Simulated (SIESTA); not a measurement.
ZrC:

```xyz
2
Lattice="0.0000 2.3650 2.3650 2.3650 0.0000 2.3650 2.3650 2.3650 0.0000" Properties=species:S:1:pos:R:3 pbc="T T T"
Zr    2.3650    2.3650    2.3650
C     0.0000    0.0000    0.0000
```

Base run:

```yaml
Program: SIESTA 5.4.2
Functional: PBE
Potentials_or_basis: PseudoDojo 0.4 standard (PBE files)
Basis: DZP (energy shift 0.003 Ry; two zetas on semicore shells)
Grid_cutoff: 800 Ry
Energy_shift: 0.003 Ry
k_mesh: 10 × 10 × 10
Occupations: fermi-dirac, width 0.05 eV
Spin: no spin polarisation
```

Its results: band gap on the k mesh none (metal or under the smearing width); pressure -0.9 GPa.

Task: The run is repeated on the same cell with these changes: functional from PBE to revPBE. What comes out?

Result: Band gap on the k mesh none (metal or under the smearing width); pressure 0.9 GPa.

revPBE binds less tightly than PBE, so the same cell stands under more pressure.

Caveats: the basis of atomic orbitals isn't converged, which shifts pressures, moduli and gaps; the potentials were made for another functional, which shifts forces and pressure (some runs).
